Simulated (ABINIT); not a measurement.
# SiC (F-43m): a self-consistent loop beyond G0W0, cycle by cycle, part 3 of 3

Wanted: G0W0 and self-consistent gaps of SiC (F-43m), with the cost of the cycles.

ABINIT 10.8.3; PBE and many-body steps on it, plane waves. Known limits of the many-body steps: not at the basis limit.

So far. Step 10 (evGW, cycle 1): Against G0W0 in ABINIT (6×6×6 mesh, 157 bands, screening to 359.2 eV, Godby-Needs plasmon pole), the gap moves by +0.320 eV. Step 13 (evGW, cycle 2): Against the cycle before, the gap moves by +0.020 eV.

### Step 14. Screening, 6×6×6 mesh, 157 bands, screening to 359.2 eV

This step: RPA screening on PBE, plane waves, norm-conserving pseudopotentials.

run.abi

```
acell 3*1.0 Angstrom
rprim 
  -0.000000000000 2.179000000000 2.179000000000
  2.179000000000 -0.000000000000 2.179000000000
  2.179000000000 2.179000000000 -0.000000000000
ntypat 2
znucl 14 6
natom 2
typat 1 2
xred 
  0.000000000000 0.000000000000 0.000000000000
  0.250000000000 0.250000000000 0.250000000000
pp_dirpath "pseudos"
pseudos "Si.upf, C.upf"
ecut 37
ngkpt 6 6 6
nshiftk 1
shiftk 0 0 0
kptopt 1
chksymbreak 0
istwfk *1
occopt 1
irdwfk 1
optdriver 3
nband 157
ecuteps 13.2
inclvkb 2
awtr 1
symchi 1
gwcalctyp 10
mbpt_sciss 1.521 eV
nqptdm 1
qptdm 
  0 0 0
indata_prefix "in"
outdata_prefix "out"
tmpdata_prefix "tmp"
```

On the command line:

```bash
OMP_NUM_THREADS=1 mpirun -n 8 abinit run.abi > log
```

Output:

```text
.Version 10.8.3 of ABINIT. v10.8.2 released Aug 2026.

 Symmetries : space group F-4 3 m (#216); Bravais cF (face-center cubic)
[... echo of the input left out ...]
== DATASET  1 ==================================================================
-   mpi_nproc: 8, omp_nthreads: 1 (-1 if OMP is not activated)

--- !DatasetInfo
iteration_state: {dtset: 1, }
dimensions: {natom: 2, nkpt: 16, mband: 157, nsppol: 1, nspinor: 1, nspden: 1, mpw: 1524, }
cutoff_energies: {ecut:  37.0, pawecutdg:  -1.0, }
[...]
[... chi0 elements left out ...]
 For q-point:  0.000010 0.000020 0.000030
  dielectric constant =   6.0740
  dielectric constant without local fields =   6.5704

  Average fulfillment of the sum rule on Im[epsilon] for q-point    1 :     98.27  [%]
[... wings left out ...]
== END DATASET(S) ==============================================================
================================================================================

 -outvars: echo values of variables after computation  --------
           etotal      0.0000000000E+00
            nband         157
             nkpt          16
          spgroup         216
 [... the other variables as echoed above ...]

 Calculation completed.
```

Run time: 3.3 s. Hardware: 8 MPI ranks of Arm Neoverse V2, shared host; peak memory 1.4 GiB; 26 s of CPU time.

This step gave:

```yaml
eps_infinity_with_local_fields_on_this_mesh_along_the_program_s_q_direction: 6.074
the_same_without_local_fields: 6.570
plasma_frequency: 23.09 eV
plane_waves_in_the_screening_matrix: 331
```

This screening uses the functional's bands under a rigid shift, the mean opening of the cycle before.

### Step 15. Screening, 6×6×6 mesh, 157 bands, screening to 359.2 eV

This step: RPA screening on PBE from quasiparticle energies, plane waves, norm-conserving pseudopotentials.

run.abi, as its differences from that of step 14:

```diff
@@ -29,7 +29,21 @@
 symchi 1
+irdqps 1
 gwcalctyp 10
-mbpt_sciss 1.521 eV
-nqptdm 1
+nqptdm 15
 qptdm 
-  0 0 0
+  0.1666666667 0.0000000000 0.0000000000
+  0.3333333333 0.0000000000 0.0000000000
+  0.5000000000 0.0000000000 0.0000000000
+  0.1666666667 0.1666666667 0.0000000000
+  0.3333333333 0.1666666667 0.0000000000
+  0.5000000000 0.1666666667 0.0000000000
+  -0.3333333333 0.1666666667 0.0000000000
+  -0.1666666667 0.1666666667 0.0000000000
+  0.3333333333 0.3333333333 0.0000000000
+  0.5000000000 0.3333333333 0.0000000000
+  -0.3333333333 0.3333333333 0.0000000000
+  0.5000000000 0.5000000000 0.0000000000
+  0.5000000000 0.3333333333 0.1666666667
+  -0.3333333333 0.3333333333 0.1666666667
+  -0.3333333333 0.5000000000 0.1666666667
 indata_prefix "in"
```

mrgscr.stdin

```
2
merged
q0_SCR
out_SCR
1
```

On the command line:

```bash
OMP_NUM_THREADS=1 mpirun -n 8 abinit run.abi > log; mrgscr < mrgscr.stdin
```

Output:

```text
.Version 10.8.3 of ABINIT. v10.8.2 released Aug 2026.

 Symmetries : space group F-4 3 m (#216); Bravais cF (face-center cubic)
[... echo of the input left out ...]
== DATASET  1 ==================================================================
-   mpi_nproc: 8, omp_nthreads: 1 (-1 if OMP is not activated)

--- !DatasetInfo
iteration_state: {dtset: 1, }
dimensions: {natom: 2, nkpt: 16, mband: 157, nsppol: 1, nspinor: 1, nspden: 1, mpw: 1524, }
cutoff_energies: {ecut:  37.0, pawecutdg:  -1.0, }
[...]
q-point number  1        q = ( 0.166667, 0.000000, 0.000000) [r.l.u.]
--------------------------------------------------------------------------------
[... chi0 elements left out ...]
  Average fulfillment of the sum rule on Im[epsilon] for q-point    2 :    109.39  [%]

--------------------------------------------------------------------------------
  q-point number  2        q = ( 0.333333, 0.000000, 0.000000) [r.l.u.]
--------------------------------------------------------------------------------
[... chi0 elements left out ...]
  Average fulfillment of the sum rule on Im[epsilon] for q-point    3 :    104.08  [%]

 [... 13 further q-points ...]
```

It took 39 s on 8 MPI ranks; peak memory 1.5 GiB; 5.1 min of CPU time.

This step gave:

- plasma frequency: 23.09 eV
- plane waves in the screening matrix: 331

This screening reads the quasiparticle levels of the cycle before.

### Step 16. evGW, cycle 3

This step: evGW on PBE, plane waves, norm-conserving pseudopotentials.

run.abi, as its differences from that of step 15:

```diff
@@ -23,12 +23,10 @@
 irdwfk 1
-optdriver 3
+optdriver 4
 nband 157
-ecuteps 13.2
-inclvkb 2
-awtr 1
-symchi 1
-irdqps 1
 gwcalctyp 10
-nqptdm 15
-qptdm 
+ecutsigx 37
+symsigma 1
+nkptgw 16
+kptgw 
+  0.0000000000 0.0000000000 0.0000000000
   0.1666666667 0.0000000000 0.0000000000
@@ -48,2 +46,23 @@
   -0.3333333333 0.5000000000 0.1666666667
+bdgw 
+  1 8
+  1 8
+  1 8
+  1 8
+  1 8
+  1 8
+  1 8
+  1 8
+  1 8
+  1 8
+  1 8
+  1 8
+  1 8
+  1 8
+  1 8
+  1 8
+ecuteps 13.2
+irdscr 1
+ppmodel 1
+irdqps 1
 indata_prefix "in"
```

On the command line:

```bash
OMP_NUM_THREADS=1 mpirun -n 8 abinit run.abi > log
```

Output:

```text
.Version 10.8.3 of ABINIT. v10.8.2 released Aug 2026.

 Symmetries : space group F-4 3 m (#216); Bravais cF (face-center cubic)
[... echo of the input left out ...]
== DATASET  1 ==================================================================
-   mpi_nproc: 8, omp_nthreads: 1 (-1 if OMP is not activated)

--- !DatasetInfo
iteration_state: {dtset: 1, }
dimensions: {natom: 2, nkpt: 16, mband: 157, nsppol: 1, nspinor: 1, nspden: 1, mpw: 1524, }
cutoff_energies: {ecut:  37.0, pawecutdg:  -1.0, }
[...]
.  kptgw no:  3; Maximum DeltaE = (  -0.001   0.012) for band index:  1
[...]
.  kptgw no: 15; Maximum DeltaE = (  -0.005   0.000) for band index:  2
.  kptgw no: 16; Maximum DeltaE = (  -0.006   0.002) for band index:  1

== END DATASET(S) ==============================================================
================================================================================

 -outvars: echo values of variables after computation  --------
           etotal      0.0000000000E+00
            nband         157
             nkpt          16
          spgroup         216
 [... the other variables as echoed above ...]

 Calculation completed.
```

Wall time 14 min (8 MPI ranks); peak memory 2.4 GiB.

Numbers from this step:

| Quantity | Value |
| --- | --- |
| quasiparticle gap on the mesh | 2.475 eV |
| gap of the density functional on the mesh | 1.361 eV |
| k of the valence top | 0, 0, 0 |
| k of the conduction bottom | 0.5, 0.5, 0 |
| least direct quasiparticle gap on the computed points | 6.041 eV |

Against the cycle before, the gap moves by +0.002 eV.

### Step 17. The runs together

Times are wall times on 8 MPI ranks of Arm Neoverse V2, shared host, good to a factor of about two. A run's time includes the screening step that it read.

| run | mesh | bands | screening cutoff (eV) | DFT gap (eV) | gap on the mesh (eV) | direct (eV) | ε∞ used | time |
| --- | --- | --- | --- | --- | --- | --- | --- | --- |
| G0W0 | 6×6×6 | 157 | 359.2 | 1.361 | 2.133 | 5.611 | 7.08 | 73 s |
| evGW0, cycle 1 | 6×6×6 | 157 | 359.2 | 1.361 | 2.332 | 5.899 | 7.08 | 14 min |
| evGW0, cycle 2 | 6×6×6 | 157 | 359.2 | 1.361 | 2.261 | 5.779 | 7.08 | 14 min |
| evGW0, cycle 3 | 6×6×6 | 157 | 359.2 | 1.361 | 2.264 | 5.789 | 7.08 | 14 min |
| evGW, cycle 1 | 6×6×6 | 157 | 359.2 | 1.361 | 2.453 | 6.014 | 6.22 | 14 min |
| evGW, cycle 2 | 6×6×6 | 157 | 359.2 | 1.361 | 2.473 | 6.038 | 6.09 | 15 min |
| evGW, cycle 3 | 6×6×6 | 157 | 359.2 | 1.361 | 2.475 | 6.041 | 6.07 | 14 min |

### Step 18. Results

```
G0W0           : 2.133 eV
evGW0, cycle 1 : 2.332 eV
evGW0, cycle 2 : 2.261 eV
evGW0, cycle 3 : 2.264 eV
evGW, cycle 1  : 2.453 eV
evGW, cycle 2  : 2.473 eV
evGW, cycle 3  : 2.475 eV
known limits   : not at the basis limit
```

Only the bands that the input lists are updated; the others, empty or deep, keep the functional's energies or take a rigid shift. The evGW loop starts from the last levels of evGW0, so its cycles and time come on top of those. evGW0 ends at 2.26 eV, +0.13 eV from G0W0, after 3 cycles that took 41 min beside the first screening; the last moved the gap by 0.003 eV. evGW ends at 2.47 eV, +0.34 eV from G0W0, after 3 cycles that took 43 min beside the first screening; the last moved the gap by 0.002 eV. The first cycle of evGW0 takes the full correction, without the factor Z, so it overshoots the one-shot value. Against experiment, by evGW, cycle 3: the gap of 2.47 eV lies +0.08 eV from the measured 2.39 eV (kind not stated, quoted 2020); the gap of 2.47 eV lies +0.07 eV from the measured 2.4 eV (indirect, 2018). These are gaps on the mesh, at modest bands and cutoff. The calculation has static nuclei and no excitons; a measured gap holds zero-point and thermal motion, which mostly lowers it. Bands and cutoff are finite, so the gap is not at the basis limit. The miss can reach some tenths of an eV and take either sign; the mesh is an error of its own. In the updated screening the q = 0 part is built from Kohn-Sham bands under a rigid shift, the other q from the quasiparticle levels.

[Paths, hosts, dates, memory and timing lines, banners, echoed tables and standing remarks are left out of the program output.]

[Logs are printed without paths, hosts, clocks, repeated set-up lines and the standing remarks that a program may print on its own settings, such as how far it seeks lower states.]

[Runs of the session that timed out or met a known fault of the program may be left out.]

[Hosts, paths, dates, database ids (printed as entryN), source tags and the programs' standing remarks are cut or masked in the printed files.]

[G0W0 gaps are taken among the corrected bands and points alone; a level outside them can change the order at an edge.]

[Where Ansatz stands beside ABINIT at settings called matched, ABINIT's density can come from a denser mesh and the files from another edition; pairs whose starting gaps differed by over 0.03 eV were left out, so agreement reads better than it is.]
